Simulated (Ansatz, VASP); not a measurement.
**One calculation of TaN, two programs**

```
CELL_PARAMETERS angstrom
0.00000 2.12453 2.17900
2.12453 0.00000 2.17900
2.12453 2.12453 0.00000
ATOMIC_POSITIONS crystal
Ta 0.50000 0.50000 0.50000
N 0.00000 0.00000 0.00000
```

Change from the starting cell: strain -0.025 along x and y, +0.000 along z, atoms carried along.

Alike in both runs: task single point; functional PBE; k mesh 18 × 18 × 18; occupations gaussian, width 0.15 eV; no spin polarisation.

```csv
,VASP,Ansatz
version,VASP 6.6.1,Ansatz 0.2.0
potentials or method,"VASP PAW PBE potentials, release 64 (Ta_pv, N)","scalar-relativistic, plane waves, PAW"
plane-wave cutoff (eV),520,420
valence electrons in the cell,16,18
```

```csv
,VASP,Ansatz,Ansatz less VASP
gap on the k mesh at the Fermi level (eV),none,none,-
pressure (GPa),38.6,37.3,-1.28
largest component of the traceless stress (GPa),14.42,14.33,-0.088
```

A gap of «none» marks a metal or a gap that the smearing closes. The two sets of potentials don't hold the same shells in valence.

Caveats: so large a pressure means that the cell lies far from this level's equilibrium, or that cutoff or potentials fall short (VASP). Spin-orbit coupling is left out, which matters for the levels of Ta.
